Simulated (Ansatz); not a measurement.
# TiO2: pressure against volume

An exercise on one series of results from a longer session: the logs are not shown, and one member is left open.

Program: Ansatz 0.2.0. Level of theory: DFT PBE, scalar-relativistic. These are calculated values, not measurements.

### Starting point

Symmetry: I4_1/amd, No. 141, tetragonal system. The conventional cell has a = 3.785 Å, b = 3.785 Å, c = 9.514 Å, α = 90.00°, β = 90.00°, γ = 90.00°. Around Ti (site symmetry -4m2) lie 6 O at 1.94 to 1.97 Å. O (site symmetry 2mm) has 3 Ti at 1.94 to 1.97 Å as nearest neighbours.

Structure file:

```
CELL_PARAMETERS angstrom
-1.89250 1.89250 4.75700
1.89250 -1.89250 4.75700
1.89250 1.89250 -4.75700
ATOMIC_POSITIONS crystal
Ti 0.00000 0.00000 0.00000
Ti 0.75000 0.25000 0.50000
O 0.20660 0.20660 0.00000
O 0.95660 0.45660 0.50000
O 0.54340 0.04340 0.50000
O 0.79340 0.79340 0.00000
```

Atoms are numbered in the order of the input: Ti1, Ti2, O3, O4, O5, O6.

Set-up of the first run:

Input file input.yaml:

```yaml
crystal:
  lattice:
    - [-1.8538667107, 1.8538667107, 4.6598911192]
    - [1.8538667107, -1.8538667107, 4.6598911192]
    - [1.8538667107, 1.8538667107, -4.6598911192]
  atoms:
    - { symbol: Ti, position: [0.0, 0.0, 0.0] }
    - { symbol: Ti, position: [0.75, 0.25, 0.5] }
    - { symbol: O, position: [0.2066, 0.2066, 0.0] }
    - { symbol: O, position: [0.9566, 0.4566, 0.5] }
    - { symbol: O, position: [0.5434, 0.0434, 0.5] }
    - { symbol: O, position: [0.7934, 0.7934, 0.0] }
kpoints:
  mp_grid: { grid: [13, 13, 13] }
  band_path:
    path:
      - [0.0, 0.0, 0.0]
      - [0.0, 0.0, 0.5]
      - [0.25, 0.25, 0.25]
      - [0.0, 0.5, 0.0]
      - [0.0, 0.0, 0.0]
      - [0.5, 0.5, -0.5]
      - [0.289568126, 0.710431874, -0.289568126]
      - [-0.289568126, 0.289568126, 0.289568126]
      - [0.0, 0.0, 0.0]
    npoints: 5
scf:
  occupations: { method: fermi_dirac, width: 0.08 }
hamiltonian:
  xc: pbe
  pseudopotentials: { kind: all_electron, lapw: { basis_error: 0.001 } }
output:
  forces: true
  stress: true
  eigenvalues: true
```

Started as:

```
ansatz run input.yaml --threads 2 --pin off --max-ram 6144MiB --backend cpu --events-out ev --progress --plain --runs-dir out
```

Among the steps run: Volume × 0.94, LAPW; Volume × 0.94, PAW; Volume × 0.94, crystal datasets; Volume × 0.98, LAPW; Volume × 0.98, PAW; Volume × 0.98, crystal datasets; Volume × 1.01, LAPW; Volume × 1.01, PAW; Volume × 1.01, crystal datasets; Volume × 1.04, LAPW; Volume × 1.04, PAW; Volume × 1.04, crystal datasets.

One table of the session follows, with a row left open; its other results are not shown here.

```
          method  volume (Å³/atom)  pressure (GPa)  gap on the k mesh (eV)  largest force (eV/Å)
            LAPW            10.677           22.14                    2.31                 0.791
            LAPW            11.131           10.80                    2.22                 0.479
            LAPW            11.472            3.71                    2.15                 0.273
            LAPW            11.813           -2.37                    2.08                 0.087
             PAW            10.677           22.15                    2.32                 0.788
             PAW            11.131           10.79                    2.22                 0.476
             PAW            11.472            3.69                    2.16                 0.270
             PAW            11.813           -2.40                    2.09                 0.085
crystal datasets            10.677               ?                       ?                     ?
crystal datasets            11.131           10.81                    2.22                 0.479
crystal datasets            11.472            3.71                    2.15                 0.273
crystal datasets            11.813           -2.37                    2.08                 0.088
```

**Question.** Estimate the row for crystal datasets, 10.677.

As computed: pressure (GPa): 22.14; gap on the k mesh (eV): 2.31; largest force (eV/Å): 0.792.

Limits of these values: Shape and positions are held, so a fully relaxed modulus can be lower. Warnings in the runs' records: crystal datasets made.
